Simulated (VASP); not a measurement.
# SnO2 (Cassiterite): relaxation of cell and atoms with BLYP+D3

The system is SnO2 (Cassiterite).

```
Sn O
1.0
     4.73800    0.00000    0.00000
     0.00000    4.73800    0.00000
     0.00000    0.00000    3.18650
Sn O
2 4
Direct
  0.50000 0.50000 0.50000
  0.00000 0.00000 0.00000
  0.80710 0.19290 0.50000
  0.69290 0.69290 0.00000
  0.19290 0.80710 0.50000
  0.30710 0.30710 0.00000
```

```yaml
Program: VASP 6.6.1
Task: relaxation of cell and atoms
Functional: BLYP
Dispersion: D3
Potentials_or_basis: VASP PAW PBE potentials, release 64 (Sn_d, O)
Cutoff: 600 eV
k_mesh: 6 × 6 × 8
Occupations: fermi-dirac, width 0.05 eV
Spin: no spin polarisation
Further_INCAR_settings: ALGO = Fast; EDIFF = 1e-07; IBRION = 2; EDIFFG = -0.01; NSW = 40; ISIF = 3
```

```json
{"Relaxed volume": "12.68 Å³/atom", "Relaxed cell": "a = 4.838 Å, b = 4.838 Å, c = 3.250 Å, α = 90.00°, β = 90.00°, γ = 90.00°", "Space group after relaxing (to 0.05 Å)": "P4_2/mnm (No. 136)", "Energy gained by relaxing": "30.1 meV/atom", "Ionic steps": "8", "Pressure after relaxing": "0.0 GPa", "Largest force after relaxing": "0.003 eV/Å", "Band gap on the k mesh": "0.63 eV, direct", "Dispersion energy per atom": "-0.263 eV"}
```

Forces in eV/Å, atoms in the order of the input:
```
Sn   0.000  0.000  0.000
Sn   0.000  0.000  0.000
O   -0.002  0.002  0.000
O    0.002  0.002  0.000
O    0.002 -0.002  0.000
O   -0.002 -0.002  0.000
```

Step by step:
```tsv
step	energy change (eV)	largest force (eV/Å)	pressure (GPa)	volume (Å³)
1	0.0000	0.4213	13.08	71.53
2	0.0768	0.3909	-11.49	82.09
3	-0.1790	0.0335	-0.11	76.03
4	-0.1791	0.0263	0.12	75.94
5	-0.1805	0.0021	0.01	76.05
6	-0.1806	0.0132	-0.03	76.10
7	-0.1806	0.0135	-0.03	76.10
8	-0.1806	0.0032	0.02	76.07
```

Final structure:
```
Sn O
1.0
     4.83845    0.00000    0.00000
     0.00000    4.83845    0.00000
     0.00000    0.00000    3.24953
Sn O
2 4
Direct
  0.50000 0.50000 0.50000
  0.00000 0.00000 0.00000
  0.80587 0.19413 0.50000
  0.69413 0.69413 0.00000
  0.19413 0.80587 0.50000
  0.30587 0.30587 0.00000
```

Levels at points of the mesh, in eV from the valence-band top:
```tsv
k point	band 23	band 24	band 25	band 26	band 27	band 28	band 29	band 30
(0.00, 0.00, 0.00)	-1.23	-0.72	-0.72	0.00	0.63	5.65	6.14	6.14
(0.50, 0.00, 0.00)	-1.18	-1.18	-0.58	-0.58	3.82	3.82	6.87	6.87
(0.50, 0.50, 0.00)	-1.30	-1.30	-0.83	-0.83	4.20	4.20	7.19	7.19
(0.00, 0.00, 0.50)	-1.48	-1.48	-1.14	-1.14	5.46	5.46	9.46	9.46
(0.50, 0.00, 0.50)	-0.99	-0.99	-0.73	-0.73	5.71	5.71	7.70	7.70
(0.50, 0.50, 0.50)	-0.88	-0.88	-0.76	-0.76	4.27	4.27	8.73	8.73
```

It took 10 min on 1 thread of Intel(R) Xeon(R) Platinum 8488C (Sapphire Rapids) (shared host), peak memory 0.28 GiB.

Caveat: the PAW data sets were made with another functional, which shifts forces and pressure a little; spin-orbit coupling is left out, which moves the levels of the heavy elements. Zero-point motion and thermal expansion aren't in these numbers.
